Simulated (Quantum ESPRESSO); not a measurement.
## Nb under changes of volume

One of the cells (18.922 Å³/atom); the others are scaled copies at fixed shape and fractional positions:

```
Nb
1.0
     0.00000    2.11500    2.11500
     2.11500    0.00000    2.11500
     2.11500    2.11500    0.00000
Nb
1
Direct
  0.00000 0.00000 0.00000
```

This isn't the form of Nb at room conditions, which is bcc.

```yaml
Program: Quantum ESPRESSO 7.5
Functional: r2SCAN
Potentials_or_basis: SG15 PBE 1.2
Cutoff: 952 eV
Density_cutoff: 3810 eV
k_mesh: 8 × 8 × 8
Occupations: fermi-dirac, width 0.05 eV
Spin: no spin polarisation
```

| volume (Å³/atom) | energy over the lowest point (meV/atom) | pressure (GPa) |
| --- | --- | --- |
| 17.786 | 21.16 | 8.0 |
| 18.165 | 5.91 | 4.0 |
| 18.543 | 0.00 | 0.3 |
| 18.922 | 2.52 | -2.9 |
| 19.300 | ? | ? |
| 19.679 | 28.82 | -8.5 |
| 20.057 | 51.13 | -10.9 |

What does the run at 19.300 Å³/atom give?

Energy over the lowest point 12.35 meV/atom; pressure -5.8 GPa.

Worked out: A Birch-Murnaghan fit of order 3 (a polynomial in V^(-2/3)) to the other rows has its minimum at 18.61 Å³/atom with B0 = V·E''(V) = 169 GPa and B' = 4.8. It gives 12.35 meV/atom at 19.300 Å³/atom, against the run's 12.35, and -dE/dV = -5.6 GPa, against -5.8.

Energies are extrapolated to zero smearing.

Caveats: the potentials were made for another functional, which shifts forces and pressure.
